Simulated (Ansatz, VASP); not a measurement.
**Two plane-wave programs on WSe2**

```
CELL_PARAMETERS angstrom
3.29000 0.00000 0.00000
-1.64500 2.84922 0.00000
0.00000 0.00000 12.97000
ATOMIC_POSITIONS crystal
W 0.33333 0.66667 0.25000
W 0.66667 0.33333 0.75000
Se 0.33333 0.66667 0.62100
Se 0.66667 0.33333 0.12100
Se 0.33333 0.66667 0.87900
Se 0.66667 0.33333 0.37900
```

Alike in both runs: task single point; functional LDA; k mesh 6 × 6 × 2; occupations gaussian, width 0.1 eV; no spin polarisation.

```csv
,VASP,Ansatz
version,VASP 6.6.1,Ansatz 0.2.0
potentials or method,"VASP PAW LDA potentials, release 64 (W_sv, Se)","scalar-relativistic, plane waves, PAW"
plane-wave cutoff (eV),520,420
valence electrons in the cell,52,92
```

|  | VASP | Ansatz | Ansatz less VASP |
| --- | --- | --- | --- |
| gap on the k mesh at the Fermi level (eV) | 0.91 | 0.92 | +0.010 |
| least direct gap on the mesh (eV) | 1.51 | 1.51 | -0.004 |
| pressure (GPa) | -3.3 | -4.0 | -0.69 |
| largest component of the traceless stress (GPa) | 0.39 | 0.26 | -0.129 |
| rms of the force components (eV/Å) | 0.122 | 0.166 | +0.0444 |

Atom by atom the forces differ by 0.044 eV/Å (rms over components). The two sets of potentials don't hold the same shells in valence.

Caveats: spin-orbit coupling is left out, which moves the levels of the heavy elements. A hybrid or GW would open this gap; LDA tends to underestimate it. A k mesh can miss the band edges.
